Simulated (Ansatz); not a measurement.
**SiC: a tetragonal deformation path**

An exercise on one series of results from a longer session: the logs are not shown, and one member is left open.

The COD entry's cell or inner coordinates are ideal or old and differ from later refinements, so a difference from it is no clean test against experiment.

Program: Ansatz 0.2.0. Level of theory: DFT PBE, scalar-relativistic, plane waves, PAW. These are calculated values, not measurements.

### The structure to begin with

The structure is cubic, space group F-43m (No. 216). The conventional cell has a = 4.348 Å, b = 4.348 Å, c = 4.348 Å, α = 90.00°, β = 90.00°, γ = 90.00°. Si (site symmetry -43m) is surrounded by 4 C at 1.88 Å. C (site symmetry -43m) has 4 Si at 1.88 Å in its first shell of neighbours.

Structure file:

```
Si C
1.0
     0.00000    2.17400    2.17400
     2.17400    0.00000    2.17400
     2.17400    2.17400    0.00000
Si C
1 1
Direct
  0.00000 0.00000 0.00000
  0.75000 0.75000 0.75000
```

No relaxation comes first: the listed cell is the starting point.

The first run:

At fixed volume and fractional coordinates, lengths along (0.000, 0.000, 1.000) are scaled against those across it; ρ is that ratio over its starting value.

Input file input.yaml:

```yaml
crystal:
  lattice:
    - [0.0, 2.4403553397, 1.7253312252]
    - [2.4403553397, 0.0, 1.7253312252]
    - [2.4403553397, 2.4403553397, 0.0]
  atoms:
    - { symbol: Si, position: [0.0, 0.0, 0.0] }
    - { symbol: C, position: [0.75, 0.75, 0.75] }
basis:
  ecutwfc: 420
kpoints:
  mp_grid: { grid: [12, 12, 12] }
hamiltonian:
  xc: pbe
scf:
  occupations: { method: gaussian, width: 0.05 }
output:
  forces: true
  stress: true
  eigenvalues: true
```

The run is started by

```bash
$ ansatz run input.yaml --threads 1 --pin off --max-ram 2560MiB --backend cpu --events-out ev --progress --plain --runs-dir out
```

Steps of the session up to this table: ρ = 0.707; ρ = 1.414; ρ = 0.850; At ρ = 1.200; At ρ = 0.780; At ρ = 1.300; At ρ = 0.920; At ρ = 1.100; At ρ = 0.650; ρ = 1.500; Point ρ = 0.960; Point ρ = 1.050.

One of the session's tables, all rows but one given; the rest of the session is left out.

It belongs to the step «The scan collected». 

| ρ | ΔE (meV/atom) | pressure (GPa) | gap on the mesh (eV) |
| --- | --- | --- | --- |
| 0.650 | 603.0 | -8.4 | 0.00 |
| 0.707 | 426.1 | -4.6 | 0.00 |
| 0.780 | 242.4 | -0.4 | 0.00 |
| 0.850 | 115.2 | 2.6 | 0.00 |
| 0.920 | 33.9 | 4.3 | 0.55 |
| 0.960 | ? | ? | ? |
| 1.000 | 0.0 | 4.8 | 1.35 |
| 1.050 | 14.0 | 4.7 | 1.09 |
| 1.100 | 56.9 | 4.2 | 0.82 |
| 1.200 | 232.0 | 3.0 | 0.28 |
| 1.300 | 524.2 | 1.9 | 0.00 |
| 1.414 | 969.1 | 1.6 | 0.00 |
| 1.500 | 1301.0 | 2.4 | 0.00 |

Q: Estimate the row for ρ = 0.960 from the others.

Worked estimate for «ΔE (meV/atom)». A straight line through the neighbours (0.920, 33.9) and (1.000, 0.0) gives 33.9 + (0.0 − 33.9) × (0.960 − 0.920) / (1.000 − 0.920) = 17.0; a parabola fitted to 4 rows on both sides gives 8.8.

**Answer.** ΔE (meV/atom): 8.6; pressure (GPa): 4.7; gap on the mesh (eV): 0.94. In «ΔE (meV/atom)» the line misses by +8.4 and the parabola by +0.2.

Where the gap reads zero, the mesh chosen for the insulator is on the coarse side.
